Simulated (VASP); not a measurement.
## Os: single point with PBEsol

Crystal: Os.

```xyz
1
Lattice="0.0000 1.9111 1.9111 1.9111 0.0000 1.9111 1.9111 1.9111 0.0000" Properties=species:S:1:pos:R:3 pbc="T T T"
Os    0.0000    0.0000    0.0000
```

This isn't the form of Os at room conditions, which is hcp.

| Property | Result |
| --- | --- |
| Program | VASP 6.6.1 |
| Task | single point |
| Functional | PBEsol |
| Potentials or basis | VASP PAW PBE potentials, release 64 (Os) |
| Cutoff | 520 eV |
| k mesh | 18 × 18 × 18 |
| Occupations | gaussian, width 0.5 eV |
| Spin | no spin polarisation |
| Further INCAR settings | ALGO = Normal; EDIFF = 1e-07; NBANDS = 10 |

```json
{
  "Pressure": "0.8 GPa",
  "Band gap on the k mesh": "none (metal or under the smearing width)"
}
```

Levels at points of the mesh, in eV from the Fermi level:
| k point | band 1 | band 2 | band 3 | band 4 | band 5 | band 6 | band 7 | band 8 |
| --- | --- | --- | --- | --- | --- | --- | --- | --- |
| (0.00, 0.00, 0.00) | -10.92 | -3.04 | -3.04 | -3.04 | 0.04 | 0.04 | 14.24 | 20.06 |
| (0.50, 0.00, 0.00) | -7.78 | -3.20 | -3.20 | -0.27 | 2.47 | 2.47 | 9.01 | 13.77 |
| (0.50, 0.50, 0.00) | -7.68 | -6.95 | 2.32 | 2.44 | 3.17 | 3.17 | 12.26 | 12.26 |

Run time: 14 s on 1 thread of Intel(R) Xeon(R) Platinum 8488C (Sapphire Rapids) (shared host), peak memory 0.14 GiB.

Caveat: the PAW data sets were made with another functional, which shifts forces and pressure a little. Spin-orbit coupling is left out, which matters for the levels of Os.
